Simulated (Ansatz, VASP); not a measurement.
**Mg: VASP beside Ansatz**

INCAR

```
ALGO = Fast ; EDIFF = 1E-6
ENCUT = 520 ; GGA = PE
ISIF = 2 ; ISMEAR = 0
LASPH = T ; LCHARG = T
LELF = T ; LREAL = F
LVHAR = T ; LWAVE = F
NBANDS = 7 ; NELM = 100
PREC = Accurate ; SIGMA = 0.1
```

The input KPOINTS:

```
k-points
0
Gamma
  16 16 16
```

File POSCAR:

```
Mg
1.0
    0.0000000000      2.1693876198      2.1693876198
    2.1693876198      0.0000000000      2.1693876198
    2.1693876198      2.1693876198      0.0000000000
Mg
1
Direct
    0.0000000000      0.0000000000      0.0000000000
```

Input for Ansatz:

```yaml
crystal:
  lattice:
    - [0.0, 2.1693876198, 2.1693876198]
    - [2.1693876198, 0.0, 2.1693876198]
    - [2.1693876198, 2.1693876198, 0.0]
  atoms:
    - { symbol: Mg, position: [0.0, 0.0, 0.0] }
basis:
  ecutwfc: 420
kpoints:
  mp_grid: { grid: [16, 16, 16] }
hamiltonian:
  xc: pbe
scf:
  occupations: { method: gaussian, width: 0.1 }
output:
  forces: true
  stress: true
  eigenvalues: true
```

Alike in both runs: task single point; functional PBE; k mesh 16 × 16 × 16; occupations gaussian, width 0.1 eV; no spin polarisation.

|  | VASP | Ansatz |
| --- | --- | --- |
| version | VASP 6.6.1 | Ansatz 0.2.0 |
| potentials or method | VASP PAW PBE potentials, release 64 (Mg) | scalar-relativistic, plane waves, PAW |
| plane-wave cutoff (eV) | 520 | 420 |
| valence electrons in the cell | 2 | 10 |

Ansatz gave:

| Item | Value |
| --- | --- |
| gap on the k mesh at the Fermi level (eV) | none |
| pressure (GPa) | 5.6 |

Question: Estimate VASP's values.

Answer: gap on the k mesh at the Fermi level (eV): none; pressure (GPa): 5.5.

A gap of «none» marks a metal or a gap that the smearing closes. The two sets of potentials don't hold the same shells in valence.
